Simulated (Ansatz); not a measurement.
A plane-wave DFT run in Ansatz 0.2.0 (scalar-relativistic PAW potentials unless the input names others): input and command.

```yaml
crystal:
  lattice:
    - [0.0, 1.8013883605, 1.8013883605]
    - [1.8013883605, 0.0, 1.8013883605]
    - [1.8013883605, 1.8013883605, 0.0]
  atoms:
    - { symbol: B, position: [0.0, 0.0, 0.0] }
    - { symbol: "N", position: [0.75, 0.75, 0.75] }
basis:
  ecutwfc: 420
kpoints:
  mp_grid: { grid: [12, 12, 12] }
hamiltonian:
  xc: pbe
scf:
  occupations: { method: fixed }
  convergence: { dr2_threshold: 1.0e-20 }
  max_iter: 75
output:
  forces: true
  eigenvalues: true
  stress: true
```

```bash
ansatz run input.yaml --threads 1 --pin off --max-ram 3072MiB --backend cpu --events-out ev --progress --plain --runs-dir out
```

Abridged log:
```
Basis set: ecut = 420 eV, 259 PW (Γ), exchange–correlation on 36×36×36 points (8 copies of the dense FFT grid, shifted against one another)
Bands: 8, of which v1, the nominal top of the filled ones, is band 4 counted from 1 (3 counted from 0)
Symmetry: 24 space group operations
k-points: 72 of 1728 (time reversal used)
SCF iter   1: F=—  HF=-542.271046 eV  |F-HF|=—  |Δ(HF+E_count)|=         —  Δρ=1.51e-3  dr2=1.15e-4  ethr=1.77e-3  ⟨swp⟩=3.8  Hψ=3280  notcnv=0  defer=109
SCF iter   2: F=—  HF=-542.271195 eV  |F-HF|=—  |Δ(HF+E_count)|=   1.49e-4  Δρ=8.12e-4  dr2=2.13e-5  ethr=1.44e-6  ⟨swp⟩=2.1  Hψ=1570  notcnv=0  defer=125
SCF iter   3: F=—  HF=-542.271256 eV  |F-HF|=—  |Δ(HF+E_count)|=   6.10e-5  Δρ=3.04e-4  dr2=5.52e-6  ethr=2.66e-7  ⟨swp⟩=2.4  Hψ=885  notcnv=0  defer=74
SCF iter   4: F=—  HF=-542.271266 eV  |F-HF|=—  |Δ(HF+E_count)|=   9.93e-6  Δρ=2.43e-5  dr2=1.68e-8  ethr=6.90e-8  ⟨swp⟩=2.3  Hψ=841  notcnv=0
SCF iter   5: F=—  HF=-542.271266 eV  |F-HF|=—  |Δ(HF+E_count)|=   3.40e-7  Δρ=8.85e-6  dr2=2.18e-9  ethr=2.10e-10  ⟨swp⟩=2.2  Hψ=751  notcnv=0
SCF iter   6: F=—  HF=-542.271266 eV  |F-HF|=—  |Δ(HF+E_count)|=   6.53e-9  Δρ=8.66e-7  dr2=2.85e-11  ethr=2.72e-11  ⟨swp⟩=2.1  Hψ=848  notcnv=0
SCF iter   7: F=—  HF=-542.271266 eV  |F-HF|=—  |Δ(HF+E_count)|=  2.16e-12  Δρ=2.86e-7  dr2=3.29e-12  ethr=3.56e-13 (applied; sched 1.00e-12)  ⟨swp⟩=1.1  Hψ=588  notcnv=0
SCF iter   8: F=—  HF=-542.271266 eV  |F-HF|=—  |Δ(HF+E_count)|=  4.55e-13  Δρ=2.30e-8  dr2=2.34e-14  ethr=4.11e-14 (applied; sched 1.00e-12)  ⟨swp⟩=1.1  Hψ=590  notcnv=0
SCF iter   9: F=—  HF=-542.271266 eV  |F-HF|=—  |Δ(HF+E_count)|=    0.00e0  Δρ=8.61e-10  dr2=2.79e-17  ethr=2.93e-16 (applied; sched 1.00e-12)  ⟨swp⟩=2.5  Hψ=874  notcnv=0
SCF iter  10: F=—  HF=-542.271266 eV  |F-HF|=—  |Δ(HF+E_count)|=  1.14e-13  Δρ=1.93e-10  dr2=1.51e-18  ethr=9.19e-19 (applied; sched 1.00e-12)  ⟨swp⟩=2.2  Hψ=855  notcnv=0
SCF iter  11: F=-542.271266 eV  HF=-542.271266 eV  |F-HF|=0.00e0  |Δ(HF+E_count)|=    0.00e0  Δρ=1.04e-11  dr2=4.55e-21  ethr=1.00e-12  ⟨swp⟩=1.9  Hψ=2189  notcnv=0
SCF 1 converged in 11 iterations: F = -542.271266 eV  dr2 = 4.55e-21
SCF converged after 11 iterations
Free energy (F): -542.271266 eV
Harris-Foulkes:  -542.271266 eV  (|F-HF|=0.00e0)
Internal energy: -542.271266 eV  (E = F + TS)
E sigma→0 (E₀):  -542.271266 eV
Fermi energy:    11.343727 eV
--- Forces (eV/Å), atoms counted from 1 ---
  atom   1  B      0.00000000     0.00000000     0.00000000
  atom   2  N      0.00000000     0.00000000     0.00000000
--- Stress (GPa, compression-positive) ---
        6.983572       0.000000       0.000000
        0.000000       6.983572       0.000000
        0.000000       0.000000       6.983572
  P = ⅓ Tr σ = 6.9836 GPa (69.836 kbar)
```

One setting here is needlessly strict: a threshold far tighter than needed (scf.convergence.dr2_threshold: not typed → 1e-20). It leaves the result as it was and can only cost iterations: the run converged in 11 SCF iterations with an energy at zero smearing within 0.01 meV/atom of the reference's, pressure 6.98 GPa, largest force 0.000 eV/Å, gap on the mesh 4.48 eV. A reference run on usual settings, whose relaxation ended at this geometry, converged, and the end of its own relaxation has pressure 6.98 GPa, largest force 0.000 eV/Å, gap on the mesh 4.48 eV (its cell was held, or driven to that pressure on purpose).

It took 1.1 s on 1 thread of Intel(R) Xeon(R) Platinum 8259CL CPU @ 2.50GHz (Skylake/Cascade Lake), on a shared host, peak memory 0.3 GiB.